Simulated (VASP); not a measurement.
Consider the following.

```xyz
2
Lattice="0.0000 2.9025 2.9025 2.9025 0.0000 2.9025 2.9025 2.9025 0.0000" Properties=species:S:1:pos:R:3 pbc="T T T"
Li     0.0000     0.0000     0.0000
I      2.9025     2.9025     2.9025
```

All values below come from LDA (Ceperley-Alder, Perdew-Zunger), VASP's LDA PAW potentials (set 64) (plane waves; VASP). Settings: 520 eV cut-off, Gaussian smearing of 0.050 eV, potentials Li_sv I.

Unless said otherwise, spin-orbit coupling is left out, though it shifts the bands of the heavy elements here.

Question: Predict the band gap (along the path) with the smallest direct gap where there is one.

Answer: 
- band gap (along the path): 4.28 eV
- smallest direct gap (along the path): 4.53 eV

Total energies compare only between runs with the same potentials, cut-off and functional.

The compound is LiI in the rock salt structure. It was relaxed first, which changed the volume by -10 %.
